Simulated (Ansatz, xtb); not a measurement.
## Loss of HF: C3H7FO → C3H6O + HF

Species: C3H7FO `CC(C)(O)F`, singlet; C3H6O (acetone) `CC(C)=O`, singlet; HF (hydrogen fluoride), singlet. 

Shapes, held fixed at every level: PBE0-D4/def2-TZVP. Flexible molecules stand in one conformer, not always the lowest. Programs: Ansatz 0.2.0, xtb 6.7.1. The zero-point and thermal change to 298 K, harmonic and unscaled (PBE0-D4/def2-TZVP), is -11.7 kJ/mol.

(1) Estimate ΔH(298 K) of this reaction.

## Answers

(1) The highest level, CCSD(T)/CBS estimate, gives ΔH(298 K) = +32.5 kJ/mol; the levels span +18.6 to +79.8. The column of differences is taken from that level and isn't an error. No measured value is set beside it here. The CBS estimate extrapolates MP2 from def2-TZVPP and def2-QZVPP and adds CCSD(T) − MP2 in the triple-zeta set, cores frozen. Times are processor times on shared x86 and Arm servers, and rough.

| level | kind | ΔH(298 K) (kJ/mol) | less CCSD(T)/CBS estimate | CPU time (sum over the molecules) |
| --- | --- | --- | --- | --- |
| GFN0-xTB | semi-empirical | +18.6 | -13.9 | 0.13 s |
| HF/def2-SVP | Hartree–Fock | +40.3 | +7.8 | – |
| SPW92/def2-TZVPP | LDA | +79.8 | +47.3 | 7.4 s |
| B3LYP-D4/def2-TZVPP | global hybrid | +27.5 | -5.0 | 23 s |
| BHLYP-D4/def2-TZVPP | global hybrid | +40.5 | +8.0 | 16 s |
| wB97M-V/def2-TZVPP | range-separated hybrid | +42.7 | +10.2 | 57 s |
| CCSD(T)/def2-SVP | coupled cluster or CI | +43.2 | +10.7 | 27 s |
| CCSD/def2-TZVPP | coupled cluster or CI | +32.8 | +0.3 | – |
| CCSD(T)/CBS estimate | coupled cluster or CI | +32.5 | 0.0 | 14 min |
